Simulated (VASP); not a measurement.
Runs of VASP 6.6.1 on Be. It takes space group Fm-3m (No. 225, cubic). The conventional cell has a = 3.158 Å, b = 3.158 Å, c = 3.158 Å, α = 90.00°, β = 90.00°, γ = 90.00°. Be (site symmetry m-3m) has 12 Be at 2.23 Å as nearest neighbours. The cell was built by a generator and needn't be a form met in nature.

```csv
task,level,potentials or basis,spin,cell,k mesh,cutoff (eV),smearing,k mesh for the DOS,occupations for the DOS,optimiser,other keys,gap on the mesh (eV),pressure (GPa),relaxed volume (Å³/atom)
atomic charges,rSCAN+D3(BJ),"VASP PAW PBE potentials, release 64 (Be)","non-collinear, ferromagnetic start",cell strained at random at fixed volume,10 × 10 × 10,520,gaussian 0.01 eV,-,-,-,-,none,-4.5,-
single point,PBE,"VASP PAW PBE potentials, release 64 (Be)",off,as given,14 × 14 × 14,520,fermi-dirac 0.05 eV,-,-,-,-,none,0.0,-
relaxation of cell and atoms,PBE,"VASP PAW PBE potentials, release 64 (Be)",off,relaxed,14 × 14 × 14,600,methfessel-paxton 0.1 eV,-,-,-,-,none,-0.1,-
relaxation of cell and atoms,PBE+D3(BJ),"VASP PAW PBE potentials, release 54 (Be)",off,relaxed,14 × 14 × 14,580,fermi-dirac 0.05 eV,-,-,vasp,EDIFFG = 0.0001; NBANDS = 25,none,0.0,(a)
relaxation of cell and atoms,PBEsol,"VASP PAW PBE potentials, release 64 (Be)",off,relaxed,14 × 14 × 14,600,methfessel-paxton 0.1 eV,-,-,-,-,none,-0.1,7.82
```

Task: Fill in the values left out.

Result: (a) 7.40.

Caveats: the PAW data sets were made with another functional, which shifts forces and pressure a little (some runs); pairwise dispersion overbinds metals, which lowers pressure and volume (some runs); the relaxation stopped at its first step, so nothing moved (some runs).

A gap of «none» marks a metal or a gap under the smearing width.
